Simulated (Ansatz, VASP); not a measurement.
# TaN: VASP beside Ansatz

```
Ta N
1.0
     2.93800    0.00000    0.00000
    -1.46900    2.54438    0.00000
     0.00000    0.00000    2.88300
Ta N
1 1
Direct
  0.33333 0.66667 0.50000
  0.00000 0.00000 0.00000
```

Alike in both runs: task relaxation of cell and atoms; functional PBEsol; dispersion D3(BJ); k mesh 17 × 17 × 15; no spin polarisation.

|  | VASP | Ansatz |
| --- | --- | --- |
| version | VASP 6.6.1 | Ansatz 0.2.0 |
| potentials or method | VASP PAW PBE potentials, release 64 (Ta_pv, N) | plane waves, PAW |
| plane-wave cutoff (eV) | 600 | 450 |
| occupations | methfessel-paxton of order 1, width 0.1 eV | cold, width 0.1 eV |
| valence electrons in the cell | 16 | 18 |

|  | VASP | Ansatz | Ansatz less VASP |
| --- | --- | --- | --- |
| relaxed volume (Å³/atom) | 10.44 | 10.42 | -0.023 |
| relaxed cell length with the largest relative difference (Å) | 2.857 | 2.854 | -0.0025 |
| energy change over the relaxation (meV/atom) | -12 | -13 | -1.6 |

The two sets of potentials don't hold the same shells in valence. Ansatz warned: «structure_snapped_to_symmetry».

Caveats: the PAW data sets were made with another functional, which shifts forces and pressure a little (VASP); pairwise dispersion overbinds metals, which lowers pressure and volume. The runs have no spin-orbit coupling, so splittings on Ta are missing.
